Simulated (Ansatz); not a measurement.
Input and command of a calculation in Ansatz (plane waves; scalar-relativistic PAW potentials unless the input names others):

```yaml
crystal:
  lattice:
    - [3.8183114612, 0.0, 0.0]
    - [0.0, 3.8183114612, 0.0]
    - [0.0, 0.0, 3.9954496217]
  atoms:
    - { symbol: Sr, position: [0.0, 0.0, 0.0] }
    - { symbol: Ti, position: [0.5, 0.5, 0.5] }
    - { symbol: O, position: [0.0, 0.5, 0.5] }
    - { symbol: O, position: [0.5, 0.0, 0.5] }
    - { symbol: O, position: [0.5, 0.5, 0.0] }
basis:
  ecutwfc: 420
kpoints:
  mp_grid: { grid: [6, 6, 6] }
hamiltonian:
  xc: pbe
scf:
  occupations: { method: gaussian, width: 0.05 }
  eigensolver: { kind: davidson }
  mixing: { preconditioner: resta }
output:
  forces: true
  eigenvalues: true
  stress: true
```

```bash
ansatz run input.yaml --threads 2 --pin off --max-ram 5120MiB --backend cpu --events-out ev --progress --plain --runs-dir out
```

Abridged log:
```
Pseudopotentials: kind: paw
Pseudopotential: Sr, paw, valence charge 10, recommended cutoff 420 eV (normal)
Pseudopotential: Ti, paw, valence charge 12, recommended cutoff 420 eV (normal)
Pseudopotential: O, paw, valence charge 6, recommended cutoff 420 eV (normal)
Functional definition: PBE
Crystal: 5 atoms, lattice volume = 58.252 Å³
Basis set: ecut = 420 eV, 1149 PW (Γ), exchange–correlation on 54×54×54 points (8 copies of the dense FFT grid, shifted against one another)
Bands: 25, of which v1, the nominal top of the filled ones, is band 20 counted from 1 (19 counted from 0)
Symmetry: 16 space group operations
Space group: P4/mmm (ITA 123), of the structure as read, at distance tolerance 3.9e-5 Å
k-points: 40 of 216
Initial density: superposition of atomic densities (neutral atoms: chi_scale 0, normalization atom), corrected by the library's trained network
Initial wavefunctions: pseudopotential atomic-orbital guess
Functional: x = pbe(κ = 0.804, μ = 0.21951497), c = pbe(β = 0.06672455)
SCF iter   1: F=—  HF=-7754.350792 eV  |F-HF|=—  |Δ(HF+E_count)|=         —  Δρ=1.92e-3  dr2=7.26e-4  ethr=1.77e-3  ⟨swp⟩=8.3  Hψ=4446  notcnv=1
SCF iter   2: F=—  HF=-7754.352262 eV  |F-HF|=—  |Δ(HF+E_count)|=   1.47e-3  Δρ=8.56e-4  dr2=9.22e-5  ethr=1.81e-6  ⟨swp⟩=5.7  Hψ=3594  notcnv=0  defer=18
SCF iter   3: F=—  HF=-7754.351809 eV  |F-HF|=—  |Δ(HF+E_count)|=   4.52e-4  Δρ=2.73e-4  dr2=1.45e-5  ethr=2.31e-7  ⟨swp⟩=3.4  Hψ=1957  notcnv=0  defer=5
SCF iter   4: F=—  HF=-7754.351821 eV  |F-HF|=—  |Δ(HF+E_count)|=   1.19e-5  Δρ=6.18e-5  dr2=2.16e-6  ethr=3.63e-8  ⟨swp⟩=3.3  Hψ=2131  notcnv=0  defer=6
SCF iter   5: F=—  HF=-7754.351821 eV  |F-HF|=—  |Δ(HF+E_count)|=   5.48e-8  Δρ=2.94e-5  dr2=3.72e-7  ethr=5.40e-9  ⟨swp⟩=3.9  Hψ=2224  notcnv=0  defer=4
SCF iter   6: F=—  HF=-7754.351821 eV  |F-HF|=—  |Δ(HF+E_count)|=   9.96e-8  Δρ=1.45e-5  dr2=1.16e-7  ethr=9.31e-10  ⟨swp⟩=3.2  Hψ=2125  notcnv=0  defer=3
SCF iter   7: F=-7754.351821 eV  HF=-7754.351821 eV  |F-HF|=8.91e-9  |Δ(HF+E_count)|=   5.16e-9  Δρ=4.80e-6  dr2=1.56e-8  ethr=2.89e-10  ⟨swp⟩=3.6  Hψ=2139  notcnv=0  defer=2
the search or the solves at the SCF's close seem to have found levels that the self-consistency loop had missed (the run counts 2). By its estimate they hold under 1e-12 electrons; where the run keeps them, the occupations were computed again with them
SCF 1 converged in 7 iterations: F = -7754.351821 eV  dr2 = 1.56e-8
  Residual-converged pass: ⟨swp⟩=3.7  Hψ=2586  notcnv=0  max |occ|·‖R‖ = 6.7e-6 eV (tolerance 6.7e-6 eV) dr2=1.68e-8  dr2_onsite=1.48e-9  max |Δocc| = 5.4e-152
SCF converged after 7 iterations
Free energy (F): -7754.351821 eV
Harris-Foulkes:  -7754.351821 eV  (|F-HF|=8.91e-9)
Internal energy: -7754.351821 eV  (E = F + TS)
E sigma→0 (E₀):  -7754.351821 eV
Fermi energy:    11.297656 eV
--- Forces (eV/Å), atoms counted from 1 ---
  atom   1  Sr     0.00000000     0.00000000     0.00000000
  atom   2  Ti     0.00000000     0.00000000     0.00000000
  atom   3  O      0.00000000     0.00000000     0.00000000
  atom   4  O      0.00000000     0.00000000     0.00000000
  atom   5  O      0.00000000     0.00000000     0.00000000
--- Stress (GPa, compression-positive) ---
       13.083777       0.000000       0.000000
        0.000000      13.083777       0.000000
        0.000000       0.000000       1.715699
  P = ⅓ Tr σ = 9.2944 GPa (92.944 kbar)
```

Apart from outputs and empty bands, the input differs from a reference run on usual settings in kpoints.mp_grid.grid: [8, 8, 8] → [6, 6, 6]; scf.eigensolver.kind: not typed → "davidson"; scf.mixing.preconditioner: not typed → "resta". The reference, at the same geometry (not necessarily relaxed), gave pressure 9.29 GPa, largest force 0.000 eV/Å, gap on the mesh 1.83 eV. This run converged in 7 SCF iterations (reference: 6) with an energy at zero smearing 0.12 meV/atom above the reference's, pressure 9.29 GPa, largest force 0.000 eV/Å, gap on the mesh 1.83 eV. Its k mesh is looser than usual, yet energy, pressure and forces hardly moved.

Time: 1.5 s on 2 threads of Intel(R) Xeon(R) 6975P-C (Granite Rapids) (shared host), peak memory 0.4 GiB.